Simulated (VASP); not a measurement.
Wanted: the native input for a VASP 6.6.1 run.

```yaml
Task: relaxation of cell and atoms
Functional: LDA
Potentials_or_basis: VASP PAW PBE potentials, release 64 (Lu)
Cutoff: 600 eV
k_mesh: 12 × 12 × 7
Occupations: methfessel-paxton, width 0.1 eV
Spin: no spin polarisation
Further_INCAR_settings: ALGO = Normal; EDIFF = 1e-07; IBRION = 2; EDIFFG = -0.005; NSW = 90; ISIF = 3
```

The structure of Lu lies in POSCAR:

```
Lu                                      
1.0
    3.3932202462      0.0000000000      0.0000000000
   -1.6966101231      2.9386149339     -0.0000000000
    0.0000000000     -0.0000000000      5.2712586245
  Lu            
     2
Direct
     0.3333333332999970    0.6666666667000030    0.2500000000000000
     0.6666666667000030    0.3333333332999970    0.7500000000000000
```

These files were run (other wordings do the same):

INCAR

```
SYSTEM = Lu
  PREC = Accurate
  ENCUT = 600
  EDIFF = 1E-7
  ISMEAR = 1
  SIGMA = 0.1
  LREAL = .False.
  LASPH = .True.
  NELM = 80
  ALGO = Normal
  ISIF = 3
  LWAVE = .False.
  LCHARG = .False.
  GGA = CA
  IBRION = 2
  NSW = 90
  EDIFFG = -0.005
```

KPOINTS

```
regular mesh
0
Gamma
  12 12 7
  0 0 0
```

Potentials or basis: VASP PAW PBE potentials, release 64 (Lu).

The run is started by

```sh
$ cat potpaw_PBE.64/Lu/POTCAR > POTCAR
$ mpirun -np 1 vasp_std > vasp.out
```

It gave:

* Relaxed volume: 26.22 Å³/atom
* Relaxed cell: a = 3.389 Å, b = 3.389 Å, c = 5.273 Å, α = 90.00°, β = 90.00°, γ = 120.00°
* Space group after relaxing (to 0.05 Å): P6_3/mmc (No. 194)
* Energy gained by relaxing: 0.0 meV/atom
* Ionic steps: 13
* Pressure after relaxing: 0.0 GPa
* Band gap on the k mesh: none (metal or under the smearing width)

Caveat: the PAW data sets were made with another functional, which shifts forces and pressure a little.

It took 6.9 min on 1 thread of Intel(R) Xeon(R) 6975P-C (Granite Rapids) (shared host), peak memory 0.25 GiB.
